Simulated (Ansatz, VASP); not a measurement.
## SnTe in VASP and in Ansatz

```
Sn Te
1.0
     0.00000    3.12299    3.12299
     3.12299    0.00000    3.12299
     3.12299    3.12299    0.00000
Sn Te
1 1
Direct
  0.50000 0.50000 0.50000
  0.00000 0.00000 0.00000
```

Alike in both runs: task single point; functional PBEsol; k mesh 8 × 8 × 8; occupations gaussian, width 0.05 eV; no spin polarisation.

|  | VASP | Ansatz |
| --- | --- | --- |
| version | VASP 6.6.1 | Ansatz 0.2.0 |
| potentials or method | VASP PAW PBE potentials, release 64 (Sn_d, Te) | scalar-relativistic, plane waves, PAW |
| plane-wave cutoff (eV) | 520 | 420 |
| valence electrons in the cell | 20 | 30 |

```tsv
	VASP	Ansatz	Ansatz less VASP
gap on the k mesh at the Fermi level (eV)	0.22	0.22	-0.001
least direct gap on the mesh (eV)	0.22	0.22	-0.001
pressure (GPa)	1.0	1.0	-0.01
```

With one functional, cell and mesh, what is left measures potentials, basis and numerics. The two sets of potentials don't hold the same shells in valence.

Caveats: the PAW data sets were made with another functional, which shifts forces and pressure a little (VASP); spin-orbit coupling is left out, which moves the levels of the heavy elements.
